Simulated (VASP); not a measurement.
## VASP inputs for TePb (strained measured structure)

INCAR

```
PREC = Accurate
LASPH = .TRUE.
SIGMA = 0.02
EDIFF = 1E-7
ISMEAR = -1
NBANDS = 17
NELM = 120
NSW = 0
IBRION = -1
LWAVE = .FALSE.
ENCUT = 520
GGA = PE
LCHARG = .FALSE.
ISIF = 2
LREAL = .FALSE.
```

KPOINTS

```
KPOINTS created by Atomic Simulation Environment
0
Gamma
8 8 8
0 0 0
```

KPOINTS_OPT

```
special points
7
Reciprocal
0.0000000000 0.0000000000 0.0000000000 1
0.5000000000 0.0000000000 0.5000000000 1
0.6250000000 0.2500000000 0.6250000000 1
0.3750000000 0.3750000000 0.7500000000 1
0.5000000000 0.5000000000 0.5000000000 1
0.5000000000 0.2500000000 0.7500000000 1
0.0000000000 0.0000000000 0.5000000000 1
```

POSCAR

```
Te Pb
 1.0000000000000000
     0.0000000000000000    3.2678555507999998    3.3230823096000002
     3.2678555507999998    0.0000000000000000    3.3230823096000002
     3.2678555507999998    3.2678555507999998    0.0000000000000000
 Te  Pb
   1   1
Cartesian
  3.2678555507999993  3.2678555507999993  3.3230823095999997
  0.0000000000000000  0.0000000000000000  0.0000000000000000
```

VASP ran with the recommended PBE PAW datasets (20 valence electrons in the cell).

**Question.** Estimate the main results of this run.

**Answer.** gap between bands v and c 0.82 eV; least direct gap 0.82 eV; pressure -0.1 GPa.

Band v is the last that the valence electrons fill when counted band by band, and c is the next. Levels in eV from the top of v:

```tsv
point	v−1	v	c	c+1
Γ	-1.21	-1.05	3.78	4.14
X	-2.61	-2.44	3.49	5.08
K	-2.01	-1.83	3.55	3.73
L	-0.71	0.00	0.82	1.37
W	-3.39	-0.25	1.75	5.09
```
